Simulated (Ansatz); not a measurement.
TiB$_{2}$: frozen-core PAW against all-electron methods

```
Ti B
1.0
     3.02920   -0.03029   -0.03029
    -1.54083    2.63851   -0.01109
    -0.03228   -0.03228    3.22840
Ti B
1 2
Direct
  0.00000 0.00000 0.00000
  0.33333 0.66667 0.50000
  0.66667 0.33333 0.50000
```

Atoms are numbered in the order listed.

The geometry is COD entry 2002799, unchecked; take it as a test cell. The listed cell was then made from it by scaling, straining or moving an atom.

Methods: DFT, PBEsol, PAW with Ansatz's default frozen-core files, scalar-relativistic (Ansatz 0.2.0); DFT, PBEsol, all-electron PAW with datasets made for the crystal, scalar-relativistic (Ansatz 0.2.0); DFT, PBEsol, all-electron LAPW, scalar-relativistic (Ansatz 0.2.0).

For PAW: a Γ-centred 15×15×13 k mesh, Fermi–Dirac smearing of 0.08 eV, cutoff 420 eV, no spin polarisation; the PAW files were made with PBE, and the program remakes their frozen cores for this functional. The crystal-made all-electron datasets (AE datasets) take a cutoff of 360 eV at this cell. LAPW targets a basis error of 1 meV/atom. The Ansatz runs share mesh, smearing and spin set-up. Plane-wave (PAW) pressures include the program's estimate of the Pulay term.

Stress and pressure are positive in compression.

The change that made this cell: equal xy, yz and zx engineering shear strains of -2 %.

In a metal, gradients converge slowly with the k mesh: the values move by tens of per cent from one mesh to another, at times in sign, so only the comparison on one mesh counts.

| quantity | PAW | AE datasets | LAPW |
| --- | --- | --- | --- |
| pressure (GPa) | -4.76 | -4.79 | -4.80 |
| stress xx (GPa) | -3.82 | -3.87 | -3.87 |
| stress yy (GPa) | -3.89 | -3.94 | -3.94 |
| stress zz (GPa) | -6.58 | -6.57 | -6.57 |
| stress yz (GPa) | 5.27 | 5.27 | 5.27 |
| stress xz (GPa) | 5.28 | 5.27 | 5.28 |
| stress xy (GPa) | 6.05 | 6.05 | 6.05 |
| force on B2, x (eV/Å) | 0.070 | 0.069 | 0.069 |
| field gradient Vzz at Ti1 (10²¹ V/m²) | 2.58 | 2.65 | – |

PAW's pressure differs from the LAPW value by +0.03 GPa.
